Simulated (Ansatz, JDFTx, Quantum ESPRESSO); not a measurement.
One calculation of FeO, 4 ways

```
Fe O
1.0
     0.00000    2.15540    2.15540
     2.15540    0.00000    2.15540
     2.15540    2.15540    0.00000
Fe O
1 1
Cartesian
  0.0000 0.0000 0.0000
  2.1554 2.1554 2.1554
```

Alike in all runs: task single point; functional PBEsol; k mesh 11 × 11 × 11; occupations fermi-dirac, width 0.05 eV; collinear spin, ferromagnetic start; no spin-orbit coupling. The measured crystal is an antiferromagnetic insulator; the state found here is the runs' own. Pressure is positive in compression and, in plane waves, holds the error of the finite cutoff.

| program and potentials | plane-wave cutoff (eV) | notes | pressure (GPa) | net moment per atom (μB) |
| --- | --- | --- | --- | --- |
| JDFTx, PseudoDojo-SR-PBEsol-0.4.1-standard with smoothed tails | 1225 | - | -9.19 | 2.00 |
| Ansatz, all-electron LAPW, scalar-relativistic | - | - | -8.58 | 2.00 |
| Quantum ESPRESSO, GBRV 1.5 PBEsol | 762 | - | -8.44 | 2.00 |
| JDFTx, PseudoDojo-SR-PBEsol-0.4.1-standard | 1225 | - | -9.15 | 2.00 |

The pressure spans -9.19 (JDFTx, PseudoDojo-SR-PBEsol-0.4.1-standard with smoothed tails) to -8.44 GPa (Quantum ESPRESSO, GBRV 1.5 PBEsol), with all-electron results at -8.58. All agree on the net moment per atom. The state is the one that the start led to, which needn't be the lowest.

The functional is the same throughout but for its coding, so the spread measures potentials, basis and numerics; runs on potential files found faulty are left out.
